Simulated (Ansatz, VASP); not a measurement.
## Cross-check of GaP between VASP and Ansatz

One calculation is typed for both programs; each brings its own data sets. How far apart do they land? The cell is taken from a series of runs on this material, whose earlier steps may have relaxed, scaled, displaced or heated it; both programs get it as it stands.

Program: Ansatz 0.2.0. Level of theory: plane waves, with VASP 6.6.1 beside it; single point at HSE06. Results are calculated unless marked as measured.

**1. Starting point**

It takes space group I-4m2 (No. 119, tetragonal). The conventional cell has a = 3.884 Å, b = 3.884 Å, c = 5.388 Å, α = 90.00°, β = 90.00°, γ = 90.00°. Ga has 4 P at 2.36 Å nearest. Nearest to P lie 4 Ga at 2.36 Å. Farther neighbours are not listed.

**2. Ansatz: single point, HSE06**

Ansatz runs on its PAW soft_1 files.

With cell and atoms fixed, the geometry can't cause a difference; cores, projectors, grids and the points listed under the comparison can.

Input file input.yaml:

```yaml
crystal:
  lattice:
    - [3.88435799, 0.0, 0.0]
    - [0.0, 3.88435799, 0.0]
    - [0.0, 0.0, 5.3882066638]
  atoms:
    - { symbol: Ga, position: [0.0, 0.0, 0.0] }
    - { symbol: Ga, position: [0.5, 0.5, 0.5] }
    - { symbol: P, position: [0.5, 0.0, 0.75] }
    - { symbol: P, position: [0.0, 0.5, 0.25] }
kpoints:
  mp_grid: { grid: [5, 5, 4] }
scf:
  occupations: { method: fermi_dirac, width: 0.02 }
hamiltonian:
  xc: hse06
  pseudopotentials: { kind: paw, azcp: { folder: soft_1 } }
basis:
  ecutwfc: 600
output:
  forces: true
  stress: true
```

The run is started by

```bash
$ ansatz run input.yaml --threads 8 --pin off --max-ram 18432MiB --backend cpu --events-out ev --progress --plain --runs-dir out
```

Numbers of over 12 decimals in the logs are rounded to 6 here.

Output:

```text
Warning: output.stress: scf.convergence.dr2_threshold = 1e-7 eV (the SCF's general default) is looser than the 4e-10 eV advised for a printed stress (1e-10 eV for each atom of the cell: 4). What an SCF threshold leaves in a stress goes as its square root, and in the free energy as the threshold itself, and one threshold admits the most on a small cell: [figures from the program's tests cut] Set scf.convergence.dr2_threshold to 4e-10 eV or tighter. The threshold is an SCF's pass mark: one that does not reach it within its budget of iterations ends unconverged, or closes short of it on a stop that the run arms, and scf.convergence.dr2_threshold's page says what that costs each kind of run
Warning: output.stress: scf.exx.energy_threshold = 1e-6 eV is looser than the 4e-8 eV advised for a stress under a hybrid functional (1e-8 eV for each atom of the cell: 4). Every SCF of the exchange loop can meet its threshold on dr2 while the loop round them stops early: no threshold on dr2 bounds what that leaves in the stress. Set scf.exx.energy_threshold to 4e-8 eV or tighter. The threshold is the loop's pass mark: a loop that does not reach it within its budget of cycles ends unconverged, and scf.exx.energy_threshold's page has the law
Engine: ansatz 0.2.0, aarch64-unknown-linux-gnu
Pseudopotentials: kind: paw
Pseudopotential: Ga, paw, valence charge 13, recommended cutoff 420 eV (normal), soft_1/Ga.paw.azcp
Pseudopotential: P, paw, valence charge 5, recommended cutoff 420 eV (normal), soft_1/P.paw.azcp
Functional definition: HSE06
  parameter a = 0.25
  parameter omega = 0.11/bohr
  exchange = pbe_x - a*pbe_x_sr(omega) + a*exact_x_sr(omega)
  correlation = pbe_c
Crystal: 4 atoms, lattice volume = 81.299 Å³
Basis set: ecut = 600 eV, 2733 PW (Γ), exchange–correlation on 64×64×90 points (8 copies of the dense FFT grid, shifted against one another)
Bands: 22, of which v1, the nominal top of the filled ones, is band 18 counted from 1 (17 counted from 0)
Symmetry: 16 space group operations
Space group: I-4m2 (ITA 119), of the structure as read, at distance tolerance 4.3e-5 Å
k-points: 18 of 100 (time reversal used)
Non-local potential: Ga, projectors of the file, l = 0: 2, l = 1: 2, l = 2: 3, l = 3: 1
Non-local potential: P, projectors of the file, l = 0: 2, l = 1: 2, l = 2: 1
PAW form: soft (Blöchl's): semilocal exchange-correlation on the pseudo side does not see the compensation charge
PAW frozen core: Ga, regenerated for the run's functional, and the local potential with it (the file was generated under x = pbe(κ = 0.804, μ = 0.219515), c = pbe(β = 0.066725))
PAW frozen core: P, regenerated for the run's functional, and the local potential with it (the file was generated under x = pbe(κ = 0.804, μ = 0.219515), c = pbe(β = 0.066725))
PAW one-centre angular grid: Ga, 590 points (default); XC on 64 Gauss nodes
PAW one-centre angular grid: P, 110 points (default); XC on 64 Gauss nodes
Initial density: superposition of atomic densities (chi_scale 0.1, normalization cell, long waves kept (reshape's long-wave potential 0.00 eV rms))
Initial wavefunctions: pseudopotential atomic-orbital guess
Functional: x = pbe(κ = 0.804, μ = 0.219515), c = pbe(β = 0.066725), warm-up for x = pbe(κ = 0.804, μ = 0.219515) + 0.25 (exact − pbe) at short range (hse, ω = 0.207870 Å⁻¹), c = pbe(β = 0.066725); HSE06 as pw.x's `hse` composes it (authors' and Libxc's form: `xc: wpbeh`)
SCF iter   1: F=—  HF=-9079.259758 eV  |F-HF|=—  |Δ(HF+E_count)|=         —  Δρ=4.43e-2  dr2=1.32e0  ethr=1.00e-1  ⟨swp⟩=5.1  Hψ=1198  notcnv=0
preconditioner: auto → none  [insulator: Δε(μ)=1.818 eV  Ē_g=13.795 eV  σ=0.020 eV  W_gap=1.00  n_scr=20 (ndim 8)  ℏωp=24.7 eV  f_vac=0.000  D(μ)=0.00/eV (n_scr^D=0)]
SCF iter   2: F=—  HF=-9079.096297 eV  |F-HF|=—  |Δ(HF+E_count)|=   1.63e-1  Δρ=2.35e-2  dr2=2.43e-1  ethr=3.67e-3  ⟨swp⟩=5.0  Hψ=1082  notcnv=0  defer=3
SCF iter   3: F=—  HF=-9079.095344 eV  |F-HF|=—  |Δ(HF+E_count)|=   9.54e-4  Δρ=5.90e-3  dr2=2.62e-2  ethr=6.74e-4  ⟨swp⟩=3.8  Hψ=1112  notcnv=0  defer=2
iter 4 solved again at ethr=4.12e-6 eV; its pass at ethr=7.27e-5 eV (dr2=1.48e-3 eV) is discarded
SCF iter   4: F=—  HF=-9079.083954 eV  |F-HF|=—  |Δ(HF+E_count)|=   1.14e-2  Δρ=2.29e-3  dr2=1.48e-3  ethr=4.12e-6  ⟨swp⟩=2.4  Hψ=2167  notcnv=0  defer=8
SCF iter   5: F=-9079.083363 eV  HF=-9079.083362 eV  |F-HF|=3.53e-7  |Δ(HF+E_count)|=   5.91e-4  Δρ=4.45e-4  dr2=8.76e-5  ethr=4.10e-6  ⟨swp⟩=4.2  Hψ=1164  notcnv=0  defer=3
SCF 1 stopped early in 5 iterations: F = -9079.083363 eV  dr2 = 8.76e-5
  greatest PAW one-centre occupation: 0.994 electrons in one spin orbital (limit 2), on the Ga atom at site 1 (counted from 0), in its partial waves of l = 2
Initial density: handed on by an earlier stage of this run
Initial wavefunctions: those handed on with the density
Functional: x = pbe(κ = 0.804, μ = 0.219515) + 0.25 (exact − pbe) at short range (hse, ω = 0.207870 Å⁻¹), c = pbe(β = 0.066725); HSE06 as pw.x's `hse` composes it (authors' and Libxc's form: `xc: wpbeh`)
[...]
SCF iter   2: F=—  HF=-9081.197811 eV  |F-HF|=—  |Δ(HF+E_count)|=   2.81e-2  Δρ=2.47e-3  dr2=5.67e-3  ethr=2.43e-6  ⟨swp⟩=5.0  Hψ=1694  notcnv=0
SCF iter   3: F=—  HF=-9081.213104 eV  |F-HF|=—  |Δ(HF+E_count)|=   1.53e-2  Δρ=2.67e-3  dr2=2.49e-3  ethr=2.43e-6  ⟨swp⟩=4.5  Hψ=1560  notcnv=0
SCF iter   4: F=—  HF=-9081.212663 eV  |F-HF|=—  |Δ(HF+E_count)|=   4.41e-4  Δρ=6.98e-4  dr2=2.10e-4  ethr=2.43e-6  ⟨swp⟩=3.0  Hψ=951  notcnv=0
SCF iter   5: F=—  HF=-9081.213057 eV  |F-HF|=—  |Δ(HF+E_count)|=   3.95e-4  Δρ=2.45e-4  dr2=2.58e-5  ethr=4.90e-7  ⟨swp⟩=4.3  Hψ=1002  notcnv=0  defer=4
SCF iter   6: F=-9081.213045 eV  HF=-9081.213045 eV  |F-HF|=6.56e-8  |Δ(HF+E_count)|=   1.25e-5  Δρ=2.57e-5  dr2=3.11e-6  ethr=6.38e-8  ⟨swp⟩=4.0  Hψ=1156  notcnv=0
SCF 2 stopped early in 6 iterations: F = -9081.213045 eV  dr2 = 3.11e-6
hybrid outer 1: dexx = +1.791e-2 eV, tail = 6.67e-5 eV
Exchange kernel: α = 0.2500, screened, ω = 0.2079 Å⁻¹, Wigner–Seitz truncation, v(0) = 1045.2539 eV·Å³, q-mesh 5×5×4, nearest image of the exchange supercell L = 19.42 Å, pair-density grid 24×24×30, without the augmentation charges, whose exchange is taken in its separable form by FFT convolution over the k-point mesh (sized by the pseudopotential files, 32×32×45 at the most), smooth part of the exact exchange by density-matrix convolution
Frozen-core exchange: fock
SCF iter   1: F=—  HF=-9081.212400 eV  |F-HF|=—  |Δ(HF+E_count)|=         —  Δρ=6.93e-5  dr2=4.29e-6  ethr=9.26e-7  ⟨swp⟩=5.8  Hψ=1017  notcnv=0
preconditioner: auto → none  [insulator: Δε(μ)=2.131 eV  Ē_g=16.434 eV  σ=0.020 eV  W_gap=1.00  n_scr=20 (ndim 8)  ℏωp=24.7 eV  f_vac=0.009  D(μ)=0.00/eV (n_scr^D=0)]
SCF iter   2: F=—  HF=-9081.212400 eV  |F-HF|=—  |Δ(HF+E_count)|=   5.78e-7  Δρ=1.50e-5  dr2=5.99e-7  ethr=1.13e-8  ⟨swp⟩=4.0  Hψ=1029  notcnv=0
SCF iter   3: F=—  HF=-9081.212403 eV  |F-HF|=—  |Δ(HF+E_count)|=   3.39e-6  Δρ=1.67e-5  dr2=3.04e-7  ethr=4.73e-10  ⟨swp⟩=5.2  Hψ=1546  notcnv=0  defer=1
SCF iter   4: F=—  HF=-9081.212403 eV  |F-HF|=—  |Δ(HF+E_count)|=   1.08e-7  Δρ=3.38e-6  dr2=3.68e-8  ethr=4.73e-10  ⟨swp⟩=3.9  Hψ=898  notcnv=0
SCF iter   5: F=-9081.212403 eV  HF=-9081.212403 eV  |F-HF|=2.77e-9  |Δ(HF+E_count)|=   1.64e-7  Δρ=1.94e-6  dr2=5.34e-9  ethr=2.96e-11  ⟨swp⟩=5.1  Hψ=1491  notcnv=0  defer=5
SCF 3 converged in 5 iterations: F = -9081.212403 eV  dr2 = 5.34e-9
  Residual-converged pass: ⟨swp⟩=2.7  Hψ=752  notcnv=0  max |occ|·‖R‖ = 2.4e-6 eV (tolerance 2.4e-6 eV)  dr2=5.35e-9  dr2_onsite=1.89e-9  max |Δocc| = 0.0e0
hybrid outer 2: dexx = +3.470e-6 eV, tail = 8.12e-8 eV, Δε = 2.60e-3 eV (about 9.43e-5 eV left of the loop's levels)
Exchange kernel: α = 0.2500, screened, ω = 0.2079 Å⁻¹, Wigner–Seitz truncation, v(0) = 1045.2539 eV·Å³, q-mesh 5×5×4, nearest image of the exchange supercell L = 19.42 Å, pair-density grid 24×24×30, without the augmentation charges, whose exchange is taken in its separable form by FFT convolution over the k-point mesh (sized by the pseudopotential files, 32×32×45 at the most), smooth part of the exact exchange by density-matrix convolution
Frozen-core exchange: fock
SCF iter   1: F=—  HF=-9081.212403 eV  |F-HF|=—  |Δ(HF+E_count)|=         —  Δρ=1.84e-6  dr2=3.41e-9  ethr=1.13e-9  ⟨swp⟩=6.3  Hψ=1050  notcnv=0
preconditioner: auto → none  [insulator: Δε(μ)=2.132 eV  Ē_g=16.433 eV  σ=0.020 eV  W_gap=1.00  n_scr=20 (ndim 8)  ℏωp=24.7 eV  f_vac=0.009  D(μ)=0.00/eV (n_scr^D=0)]
SCF iter   2: F=-9081.212403 eV  HF=-9081.212403 eV  |F-HF|=3.37e-10  |Δ(HF+E_count)|=  2.64e-10  Δρ=7.97e-7  dr2=1.37e-9  ethr=8.44e-12  ⟨swp⟩=4.2  Hψ=1065  notcnv=0
SCF 4 converged in 2 iterations: F = -9081.212403 eV  dr2 = 1.37e-9
  Residual-converged pass: ⟨swp⟩=3.0  Hψ=875  notcnv=0  max |occ|·‖R‖ = 2.3e-6 eV (tolerance 2.4e-6 eV)  dr2=1.38e-9  dr2_onsite=1.21e-10  max |Δocc| = 0.0e0
hybrid outer 3: dexx = +2.606e-9 eV, tail = 3.09e-9 eV, Δε = 1.13e-4 eV (about 2.69e-5 eV left of the loop's levels), ΔF = 4.16e-17 eV/Å (tail 3.35e-4)
hybrid SCF converged: 3 outer / 13 inner (+5 warm-up), last move |dexx| = 2.61e-9 eV, tail = 3.09e-9 eV
Stability not checked: this state was not tested for a lower state beside it, because the functional holds exact exchange (a hybrid, or Hartree-Fock), whose exchange loop this test does not read (fock_operator; see scf.lower_state_search)
Free energy (F): -9081.212403 eV
Frozen-core exchange: fock
Harris-Foulkes:  -9081.212403 eV  (|F-HF|=3.37e-10)
Internal energy: -9081.212403 eV  (E = F + TS)
E sigma→0 (E₀):  -9081.212403 eV
Fermi energy:    7.720496 eV
--- Per-component energies (eV) ---
  E_band       = -193.183497
  E_kinetic    = 359.170985
  E_local      = -3363.129255  (includes V_loc(G=0)·N_el)
  E_nonlocal   = -118.640143
  E_hartree    = 2044.042947
  E_xc         = -219.853097
  E_vxc        = -188.735093  (∫ρ·V_xc dr)
  E_exx        = -112.528024  (= α·E_x^exact, valence–valence)
  E_paw        = -5048.589567  (= ΣΔE_a)
  E_vpaw       = -744.879956  (= ΣTr[D̂ρ^β])
  E_aug_tail   = -0.000029  (compensation charges beyond the density's cutoff)
  E_ewald      = -2621.759418
  E_core_change = 0.073197  (= ΣΔE_core)
  E_smearing   = -0.000000  (= −TS)
  E_closure    = 0.000002  (closes the sum)
  Σ components = -9081.212403   (vs F -9081.212403, Δ=-1.82e-12)
--- Forces (eV/Å), atoms counted from 1 ---
  atom   1  Ga     0.00000000     0.00000000     0.00000000
  atom   2  Ga     0.00000000     0.00000000     0.00000000
  atom   3  P      0.00000000     0.00000000    -0.00000000
  atom   4  P      0.00000000    -0.00000000    -0.00000000
  max |Σ_I F_I| component: 1.04e-16 eV/Å
--- Stress (GPa, compression-positive) ---
       -0.022858       0.000000       0.000000
        0.000000      -0.022858      -0.000000
       -0.000000      -0.000000       1.188426
  P = ⅓ Tr σ = 0.3809 GPa (3.809 kbar)
--- Band table (eV; the first three rows and the last of 18) ---
  k-point 0: bands = [... 14 lower, 3.5752, 6.5441, 6.5441, 6.6626, 8.7945, 9.0284]
  k-point 1: bands = [... 14 lower, 3.8697, 5.0850, 5.8504, 5.8504, 8.8040, 9.8009]
  k-point 2: bands = [... 14 lower, 4.7023, 4.7023, 4.7023, 4.7023, 9.4226, 9.4226]
  k-point 17: bands = [... 14 lower, 2.3902, 2.3902, 3.8080, 3.8080, 11.4252, 11.4252]
  guard bands above this table: 2 of the run's 22 bands. The solve was not asked for them (output.publish_guard_bands: true or output.eigenvalues: true publishes all)
```

The column dr2 measures how far the density is from self-consistency, as an energy; F and HF (Harris–Foulkes) agree once it is small.

The run ends at a pressure of 0.38 GPa.

(Continued in part 2 of 2.)

[Lines on the potential files, build, host, timing and source positions are cut from VASP's logs without a mark.]

[Logs are printed without paths, hosts, clocks, repeated set-up lines and the standing remarks that a program may print on its own settings, such as how far it seeks lower states.]

[Hosts, paths, dates, database ids (printed as entryN), source tags and the programs' standing remarks are cut or masked in the printed files.]
